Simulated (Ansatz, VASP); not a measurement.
**NaF: VASP beside Ansatz**

Contents of INCAR:

```
SYSTEM = NaF
PREC = Accurate
ENCUT = 520
EDIFF = 1E-6
ISMEAR = 0
SIGMA = 0.02
LREAL = .FALSE.
LASPH = .TRUE.
NELM = 100
ALGO = Normal
ISIF = 2
LWAVE = .FALSE.
LCHARG = .TRUE.
GGA = PE
LELF = .TRUE.
LVHAR = .TRUE.
NBANDS = 14
```

KPOINTS

```
Automatic mesh
0
G
  8 8 8
  0 0 0
```

Contents of POSCAR:

```
NaF
1.0
    0.0000000000      2.3017764082      2.3017764082
    2.3017764082      0.0000000000      2.3017764082
    2.3017764082      2.3017764082      0.0000000000
Na F
1 1
Direct
    0.0000000000      0.0000000000      0.0000000000
    0.5000000000      0.5000000000      0.5000000000
```

Input for Ansatz:

```yaml
crystal:
  lattice:
    - [0.0, 2.3017764082, 2.3017764082]
    - [2.3017764082, 0.0, 2.3017764082]
    - [2.3017764082, 2.3017764082, 0.0]
  atoms:
    - { symbol: Na, position: [0.0, 0.0, 0.0] }
    - { symbol: F, position: [0.5, 0.5, 0.5] }
basis:
  ecutwfc: 420
kpoints:
  mp_grid: { grid: [8, 8, 8] }
hamiltonian:
  xc: pbe
scf:
  occupations: { method: gaussian, width: 0.02 }
output:
  forces: true
  stress: true
  eigenvalues: true
```

Alike in both runs: task single point; functional PBE; k mesh 8 × 8 × 8; occupations gaussian, width 0.02 eV; no spin polarisation.

|  | VASP | Ansatz |
| --- | --- | --- |
| version | VASP 6.6.1 | Ansatz 0.2.0 |
| potentials or method | VASP PAW PBE potentials, release 64 (Na_pv, F) | scalar-relativistic, plane waves, PAW |
| plane-wave cutoff (eV) | 520 | 420 |
| valence electrons in the cell | 14 | 16 |

Ansatz gave:

* gap on the k mesh at the Fermi level (eV): 6.42
* least direct gap on the mesh (eV): 6.42
* pressure (GPa): 3.3

Estimate VASP's values.

gap on the k mesh at the Fermi level (eV): 6.41; least direct gap on the mesh (eV): 6.41; pressure (GPa): 3.1.

The functional is the same, so the differences come from potentials, cutoffs and numerics. The two sets of potentials don't hold the same shells in valence.
